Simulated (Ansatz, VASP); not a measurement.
## TaN: VASP beside Ansatz

```
Ta N
1.0
     0.00000    2.17900    2.17900
     2.17900    0.00000    2.17900
     2.17900    2.17900    0.00000
Ta N
1 1
Direct
  0.50000 0.50000 0.50000
  0.00000 0.00000 0.00000
```

Alike in both runs: task single point; functional PBE; k mesh 16 × 16 × 16; occupations gaussian, width 0.1 eV; no spin polarisation.

|  | VASP | Ansatz |
| --- | --- | --- |
| version | VASP 6.6.1 | Ansatz 0.2.0 |
| potentials or method | VASP PAW PBE potentials, release 64 (Ta_pv, N) | scalar-relativistic, plane waves, PAW |
| plane-wave cutoff (eV) | 520 | 420 |
| valence electrons in the cell | 16 | 18 |

Ansatz gave:

```
gap on the k mesh at the Fermi level (eV) : none
pressure (GPa)                            : 14.6
```

Q: What did VASP give for the same quantities?

A: gap on the k mesh at the Fermi level (eV): none; pressure (GPa): 15.6.

A gap of «none» marks a metal or a gap that the smearing closes. The two sets of potentials don't hold the same shells in valence.

Caveats: so large a pressure means that the cell lies far from this level's equilibrium, or that cutoff or potentials fall short (VASP). Spin-orbit coupling is left out, which matters for the levels of Ta.
